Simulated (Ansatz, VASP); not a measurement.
# CuI (Marshite) in two plane-wave programs, part 2 of 2

Aim: how closely do two programs agree when they are given the same cell, functional and k mesh? The cell is taken from a series of VASP runs on this material, whose earlier steps may have relaxed, scaled or displaced it; both programs get it as it stands. Other levels of theory on this material are compared in a session of their own.

VASP 6.6.1 and Ansatz 0.2.0.

So far: Set-up; Ansatz: band structure, LDA, spin-orbit coupling; VASP: band structure, LDA, spin-orbit coupling.

## 3. VASP: band structure, LDA, spin-orbit coupling (continued)

Level of this step: LDA, spin-orbit coupling; plane waves and PAW (I, Cu) (VASP).

Numbers of over 12 decimals in the logs are rounded to 6 here.

OUTCAR, selected parts (step 3):

```text
ion  position               nearest neighbor table
   1  0.000  0.000  0.000-   2 2.63   2 2.63   2 2.63   2 2.63
   2  0.750  0.750  0.750-   1 2.63   1 2.63   1 2.63   1 2.63

  LATTYP: Found a face centered cubic cell.
 ALAT       =     6.0630000000

 Subroutine GETGRP returns: Found 24 space group operations
 (whereof 24 operations were pure point group operations)

The static configuration has the point symmetry T_d .

 Found     22 irreducible k-points:

   k-points           NKPTS =     22   k-points in BZ     NKDIM =     22   number of bands    NBANDS=     30

   dimension x,y,z NGX =    28 NGY =   28 NGZ =   28
   dimension x,y,z NGXF=    56 NGYF=   56 NGZF=   56

   ENCUT  =  350.0 eV  25.72 Ry    5.07 a.u.   6.54  6.54  6.54*2*pi/ulx,y,z

   NELECT =      18.0000    total number of electrons

 k-points in reciprocal lattice and weights: Automatic mesh
   0.00000000  0.00000000  0.00000000       0.005
   0.16666667  0.00000000  0.00000000       0.019
  -0.16666667  0.00000000  0.00000000       0.019
   0.33333333  0.00000000  0.00000000       0.019
  -0.33333333  0.00000000  0.00000000       0.019
   0.50000000  0.00000000  0.00000000       0.019
   0.16666667  0.16666667  0.00000000       0.028
   0.33333333  0.16666667  0.00000000       0.056
  -0.33333333 -0.16666667  0.00000000       0.056
[...]
-0.33333333  0.33333333  0.16666667       0.111
  -0.33333333  0.50000000  0.16666667       0.056

 average (electrostatic) potential at core
       1 -92.9982       2 -66.8240

 E-fermi :   4.4966

 k-point     1 :       0.0000    0.0000    0.0000
  band No.  band energies     occupation
    ...
     14       3.8889      1.00000
     15       4.3419      1.00000
     16       4.3419      1.00000
     17       4.3419      1.00000
     18       4.3419      1.00000
     19       5.1626      0.00000
     20       5.1626      0.00000
     21       8.9823      0.00000
     22       8.9823      0.00000
     23       9.0534      0.00000
    ...

 k-point     2 :       0.1667    0.0000    0.0000
  band No.  band energies     occupation
    ...
     14       3.2600      1.00000
     15       3.8619      1.00000
     16       3.8619      1.00000
     17       4.0945      1.00000
     18       4.1446      1.00000
     19       6.1429      0.00000
     20       6.1429      0.00000
     21       8.9855      0.00000
     22       8.9855      0.00000
     23       9.3494      0.00000
    ...

 k-point     3 :      -0.1667    0.0000    0.0000
  band No.  band energies     occupation
    ...
     14       3.2600      1.00000
     15       3.8619      1.00000
     16       3.8619      1.00000
     17       4.0945      1.00000
     18       4.1446      1.00000
     19       6.1429      0.00000
     20       6.1429      0.00000
     21       8.9855      0.00000
     22       8.9855      0.00000
     23       9.3494      0.00000
    ...

  Total       -1.4518424     -1.4518424     -1.4518424     -0.0000000      0.0000000      0.0000000
  in kB      -41.7471991    -41.7471991    -41.7471991     -0.0000000      0.0000000      0.0000000
  external PRESSURE =     -41.7471991 kB  Pullay stress =       0.0000000 kB

  energy-cutoff  :      350.00
  volume of cell :       55.72
      direct lattice vectors                 reciprocal lattice vectors
     0.000000000  3.031500000  3.031500000    -0.164934851  0.164934851  0.164934851
     3.031500000  0.000000000  3.031500000     0.164934851 -0.164934851  0.164934851
     3.031500000  3.031500000  0.000000000     0.164934851  0.164934851 -0.164934851

 POSITION                                       TOTAL-FORCE (eV/Angst)
 -----------------------------------------------------------------------------------
      0.00000      0.00000      0.00000        -0.000000      0.000000     -0.000000
      4.54725      4.54725      4.54725         0.000000     -0.000000      0.000000
 -----------------------------------------------------------------------------------
    total drift:                               -0.000001     -0.000001     -0.000001

  FREE ENERGIE OF THE ION-ELECTRON SYSTEM (eV)
  ---------------------------------------------------
  free  energy   TOTEN  =        -7.0575112579 eV

  energy  without entropy=       -7.0575112579  energy(sigma->0) =       -7.05751126

 Spin-Orbit-Coupling matrix elements
 Ion:    1  E_soc:     -0.2668537
 Ion:    2  E_soc:     -0.0102485

 total charge
# of ion       s       p       d       tot
------------------------------------------
    1        1.498   2.746   0.052   4.296
    2        0.337   0.265   9.330   9.932
--------------------------------------------------
tot          1.835   3.012   9.382  14.228

 magnetization (x)
# of ion       s       p       d       tot
------------------------------------------
    1        0.000  -0.000   0.000  -0.000
    2        0.000  -0.000   0.000   0.000
--------------------------------------------------
tot          0.000  -0.000   0.000  -0.000

 magnetization (y)
# of ion       s       p       d       tot
------------------------------------------
    1        0.000  -0.000  -0.000  -0.000
    2        0.000  -0.000   0.000   0.000
--------------------------------------------------
tot          0.000  -0.000   0.000  -0.000

 magnetization (z)
# of ion       s       p       d       tot
------------------------------------------
    1       -0.000   0.000   0.000   0.000
    2        0.000  -0.000  -0.000  -0.000
--------------------------------------------------
tot         -0.000  -0.000  -0.000  -0.000

[... 3 further parts left out ...]
```

The run ends at a pressure of -4.17 GPa.

## 4. Differences

Known differences besides the potentials themselves: spin-orbit coupling enters by fully relativistic files in Ansatz and inside the spheres in VASP; the two LDA forms differ slightly; the data sets hold 36 valence electrons in Ansatz (fully relativistic PAW (standard-fr) files) and 18 in VASP; the cutoff is 420 eV in Ansatz and 350 eV in VASP; VASP's log shows a relativistic correction to its local exchange, Ansatz's none. Total energies have different zeros and are not compared.

Compared:

| quantity | Ansatz | VASP | difference |
| --- | --- | --- | --- |
| pressure (GPa) | -4.33 | -4.17 | -0.15 |
| gap over the path points (eV) | 0.769 | 0.821 | -0.051 |

Levels at points of the path, from each program's valence-band top (eV; 8 filled, then empty):

| k (reciprocal lattice) | Ansatz | VASP |
| --- | --- | --- |
| 0.000 0.000 0.000 | -2.08 -2.08 -0.47 -0.47 0.00 0.00 0.00 0.00 0.77 0.77 4.64 4.64 4.73 4.73 | -2.09 -2.09 -0.45 -0.45 0.00 0.00 0.00 0.00 0.82 0.82 4.64 4.64 4.71 4.71 |
| 0.167 0.000 0.167 | -2.06 -2.06 -0.99 -0.99 -0.76 -0.76 -0.55 -0.55 2.33 2.33 3.67 3.67 5.62 5.62 | -2.07 -2.07 -0.98 -0.98 -0.75 -0.75 -0.55 -0.55 2.37 2.37 3.67 3.67 5.60 5.60 |
| 0.333 0.000 0.333 | -2.03 -2.03 -1.60 -1.60 -1.47 -1.47 -1.33 -1.33 2.67 2.67 3.04 3.04 7.17 7.17 | -2.04 -2.04 -1.61 -1.61 -1.47 -1.47 -1.33 -1.33 2.68 2.68 3.06 3.06 7.18 7.18 |
| 0.500 0.000 0.500 | -2.06 -2.06 -1.94 -1.94 -1.76 -1.76 -1.61 -1.61 2.44 2.44 2.66 2.66 8.66 8.66 | -2.07 -2.07 -1.95 -1.95 -1.76 -1.76 -1.62 -1.62 2.45 2.45 2.67 2.67 8.71 8.71 |
| 0.500 0.083 0.583 | -2.12 -1.99 -1.97 -1.94 -1.80 -1.74 -1.59 -1.54 2.74 2.76 2.90 3.00 7.94 8.13 | -2.13 -2.00 -1.97 -1.95 -1.81 -1.75 -1.60 -1.55 2.75 2.77 2.92 3.01 7.95 8.15 |
| 0.500 0.194 0.694 | -2.10 -2.04 -2.03 -1.94 -1.81 -1.79 -1.51 -1.43 3.73 3.95 4.02 4.10 6.32 6.35 | -2.11 -2.05 -2.04 -1.95 -1.82 -1.80 -1.52 -1.43 3.76 3.96 4.03 4.11 6.32 6.36 |
| 0.500 0.250 0.750 | -2.09 -2.05 -2.05 -1.94 -1.81 -1.80 -1.50 -1.41 4.00 4.40 4.46 4.49 5.74 5.79 | -2.10 -2.06 -2.05 -1.95 -1.82 -1.81 -1.50 -1.42 4.04 4.41 4.47 4.49 5.75 5.80 |
| 0.458 0.292 0.750 | -2.09 -2.06 -2.00 -1.93 -1.84 -1.76 -1.49 -1.41 3.66 3.85 4.32 4.53 6.05 6.14 | -2.10 -2.06 -2.01 -1.93 -1.84 -1.77 -1.50 -1.41 3.68 3.86 4.34 4.54 6.05 6.15 |
| 0.403 0.347 0.750 | -2.09 -2.00 -1.97 -1.89 -1.84 -1.67 -1.48 -1.40 2.93 2.99 4.27 4.50 6.95 7.13 | -2.10 -2.00 -1.97 -1.89 -1.84 -1.67 -1.48 -1.40 2.95 3.00 4.30 4.51 6.95 7.12 |
| 0.375 0.375 0.750 | -2.09 -1.99 -1.96 -1.89 -1.82 -1.65 -1.47 -1.40 2.83 2.85 4.26 4.50 7.22 7.23 | -2.10 -2.00 -1.96 -1.90 -1.83 -1.66 -1.47 -1.40 2.84 2.86 4.29 4.50 7.21 7.22 |

Among the levels compared at these points, filled levels agree within 14 meV and empty ones within 54 meV. Ansatz's pressure holds a Pulay correction of 0.05 GPa; VASP's holds none.

## 5. What came out

```json
{"difference in gap over the path points (band structure, LDA, spin-orbit coupling)": "-0.051 eV"}
```

The difference in gap over the path points is -0.051 eV (band structure, LDA, spin-orbit coupling), within the 0.08 eV picked in this series as the mark of a large difference. 5 further runs of this series are not shown here. Such differences can come from data sets, numerical settings and the points named under the comparisons, not from the functional's error against experiment.

[Lines on the potential files, build, host, timing and source positions are cut from VASP's logs without a mark.]

[Logs are printed without paths, hosts, clocks, repeated set-up lines and the standing remarks that a program may print on its own settings, such as how far it seeks lower states.]

[Hosts, paths, dates, database ids (printed as entryN), source tags and the programs' standing remarks are cut or masked in the printed files.]
